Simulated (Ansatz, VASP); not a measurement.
# Two plane-wave programs on Hg

```
Hg
1.0
     5.25506    0.00000    0.00000
     0.00000    5.25506    0.00000
     0.00000    0.00000    5.25506
Hg
3
Direct
  0.50000 0.00000 0.00000
  0.00000 0.50000 0.00000
  0.00000 0.00000 0.50000
```

Alike in both runs: task relaxation of cell and atoms; functional PBE; k mesh 4 × 4 × 4; occupations gaussian, width 0.1 eV; no spin polarisation.

|  | VASP | Ansatz |
| --- | --- | --- |
| version | VASP 6.6.1 | Ansatz 0.2.0 |
| potentials or method | VASP PAW PBE potentials, release 64 (Hg) | scalar-relativistic, plane waves, PAW |
| plane-wave cutoff (eV) | 600 | 420 |
| valence electrons in the cell | 36 | 60 |

|  | VASP | Ansatz | Ansatz less VASP |
| --- | --- | --- | --- |
| gap on the k mesh at the Fermi level, each at its own relaxed structure (eV) | none | none | - |
| relaxed volume (Å³/atom) | 30.34 | 37.99 | +7.654 |
| relaxed cell length with the largest relative difference (Å) | 4.498 | 4.848 | +0.3503 |
| energy change over the relaxation (meV/atom) | -30 | -19 | +10.8 |

A gap of «none» marks a metal or a gap that the smearing closes. One of these differences is far larger than is usual between the two programs; its cause wasn't traced. The two sets of potentials don't hold the same shells in valence.

Caveats: the volume moved by over 15 % at a fixed basis, so the end points are rough (VASP). The runs have no spin-orbit coupling, so splittings on Hg are missing.
